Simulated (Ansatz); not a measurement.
## HfC: band structure with r2SCAN+U

Crystal: HfC.

```
CELL_PARAMETERS angstrom
3.34287 0.00000 0.00000
-1.67143 2.89501 0.00000
0.00000 0.00000 5.20271
ATOMIC_POSITIONS crystal
Hf 0.33333 0.66667 0.25000
Hf 0.66667 0.33333 0.75000
C 0.00000 0.00000 0.50000
C 0.00000 0.00000 0.00000
```

The cell comes from a database or a generator and needn't be the stable form of this composition.

```json
{
 "Program": "Ansatz 0.2.0",
 "Task": "band structure",
 "Functional": "r2SCAN",
 "Potentials or basis": "Ansatz PAW",
 "Cutoff": "500 eV (not typed: the program's choice for these potentials)",
 "k mesh": "9 × 9 × 5",
 "Occupations": "fermi-dirac, width 0.05 eV",
 "Spin": "no spin polarisation",
 "Hubbard terms": "Hf d U = 1 eV",
 "Path": "[[\"G\", \"M\", \"K\", \"G\", \"A\", \"L\", \"H\", \"A\"], [\"L\", \"M\"], [\"K\", \"H\"]]",
 "Points for each segment of the path": "14",
 "Hubbard projectors": "ortho-atomic (the default)",
 "Double counting": "fll (the default)"
}
```

```yaml
Pressure: -1.4 GPa
Band_gap_on_the_k_mesh: none (metal or under the smearing width)
```

Stress tensor (GPa, compression positive):
```
-3.73  0.00  0.00
 0.00 -3.73  0.00
 0.00  0.00  3.38
```

Levels at the corners of the path, in eV from the Fermi level:
```tsv
point	band 27	band 28	band 29	band 30	band 31	band 32	band 33	band 34
Γ	-3.34	-1.39	-1.39	1.29	1.64	1.64	2.05	2.05
M	-3.74	-3.62	-1.76	-1.40	1.45	4.54	4.89	5.10
K	-4.60	-3.88	-3.88	0.58	1.13	1.13	5.27	5.27
Γ	-3.34	-1.39	-1.39	1.29	1.64	1.64	2.05	2.05
A	-2.86	-2.86	-2.86	-2.86	4.15	4.15	4.15	4.15
L	-3.13	-3.13	-2.65	-2.65	1.39	1.39	4.92	4.92
H	-2.77	-2.77	-2.58	-2.58	2.03	2.03	3.60	3.60
A	-2.86	-2.86	-2.86	-2.86	4.15	4.15	4.15	4.15
L	-3.13	-3.13	-2.65	-2.65	1.39	1.39	4.92	4.92
M	-3.74	-3.62	-1.76	-1.40	1.45	4.54	4.89	5.10
K	-4.60	-3.88	-3.88	0.58	1.13	1.13	5.27	5.27
H	-2.77	-2.77	-2.58	-2.58	2.03	2.03	3.60	3.60
```

Eigenvalues of the final occupation matrices:
```tsv
site	spin	trace	eigenvalues
site 1	1	1.43	0.25 0.28 0.28 0.32 0.32
site 2	1	1.43	0.25 0.28 0.28 0.32 0.32
```

Run time: 11 s on 2 threads of Arm Neoverse V1, with other jobs on the host, peak memory 0.6 GiB.

Caveat: spin-orbit coupling is left out, which moves the levels of the heavy elements; U without spin polarisation on a metal has little footing; the PAW data sets come from PBE, with cores solved anew for the run's functional, which leaves a small shift of forces and pressure; the U is typed as a test and isn't derived for this compound.
